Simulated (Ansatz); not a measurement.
Ru: from a trial structure to a relaxed crystal

Method: Ansatz, DFT PBEsol, scalar-relativistic, plane waves, PAW. Cutoff 420 eV, Γ-centred k mesh, Gaussian smearing, no spin polarisation in the final step.

Ru was placed on the simple hexagonal structure type (P6/mmm, No. 191), at a guessed volume.

```
Ru
1.0
     2.57233    0.00000    0.00000
    -1.28617    2.22770    0.00000
     0.00000    0.00000    2.40352
Ru
1
Direct
  0.00000 0.00000 0.00000
```

Steps on the 9×9×8 mesh (1 atom). 4 of 5 steps are shown, and the free energy counts from the last. Trial steps that were taken back and renewals of the plane-wave basis can be among the rows.

```tsv
step	ΔF (meV/atom)	V (Å³/atom)	P (GPa)
1	33.5	13.77	15.66
2	10.6	14.91	-7.52
3	0.3	14.53	-0.76
5	0.0	14.49	0.00
```

A final relaxation ran on a 24×24×22 mesh. The relaxed crystal, P6/mmm (No. 191):

Space group P6/mmm (No. 191). a = 2.627 Å, b = 2.627 Å, c = 2.427 Å, α = 90.00°, β = 90.00°, γ = 120.00°
| atom | site | symmetry | x | y | z |
| --- | --- | --- | --- | --- | --- |
| Ru | 1a | 6/mmm | 0.0000 | 0.0000 | 0.0000 |

```yaml
Volume_per_atom: 14.50 Å³
Density: 11.57 g/cm³
Energy_over_the_standard_structure: 0.91 eV/atom
Gap_on_the_24×24×22_mesh: 0 eV (a metal)
```

Energies count from the standard state of Ru at the same level.

The final run used a 24×24×22 mesh on its 1-atom cell and 0.10 eV smearing. The k mesh leaves about 4 meV/atom of noise in metals.

A structure relaxed within its symmetry needn't be a true minimum.